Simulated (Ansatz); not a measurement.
Crystal: NbAs.

```xyz
4
Lattice="-1.7259 1.7259 5.8400 1.7259 -1.7259 5.8400 1.7259 1.7259 -5.8400" Properties=species:S:1:pos:R:3 pbc="T T T"
Nb    0.0000    1.7259    0.0000
Nb    0.0000    0.0000    8.7600
As    0.0000    1.7259    4.8589
As    0.0000    0.0000    1.9389
```

- Program: Ansatz 0.2.0
- Task: relaxation of cell and atoms
- Functional: PBEsol
- Dispersion: D4
- Potentials or basis: Ansatz PAW
- Cutoff: 420 eV (not typed: the program's choice for these potentials)
- k mesh: 11 × 11 × 11
- Occupations: fermi-dirac, width 0.05 eV
- Spin: no spin polarisation

At the start: volume 17.39 Å³/atom.

Where does the relaxation end?

It ends after 4 steps and the volume is 16.93 Å³/atom (-2.7 %); space group I4_1md (No. 109, to 0.05 Å).

Step by step:
| step | energy change (eV) | largest force (eV/Å) | volume (Å³) |
| --- | --- | --- | --- |
| 1 | 0.0000 | 0.2879 | 69.58 |
| 2 | -0.0357 | 0.0254 | 67.76 |
| 3 | -0.0358 | 0.0001 | 67.71 |
| 4 | -0.0355 | 0.0001 | 67.71 |

Final structure:
```
Nb As
1.0
    -1.71386    1.71386    5.76254
     1.71386   -1.71386    5.76254
     1.71386    1.71386   -5.76254
Nb As
2 2
Direct
  0.49864 0.99864 0.50000
  0.74864 0.74864 0.00000
  0.91736 0.41736 0.50000
  0.16736 0.16736 0.00000
```

Caveat: the plane-wave basis is chosen anew once the cell has moved, so the energies of steps on either side of that aren't comparable; the PAW data sets come from PBE, with cores solved anew for the run's functional, which leaves a small shift of forces and pressure.
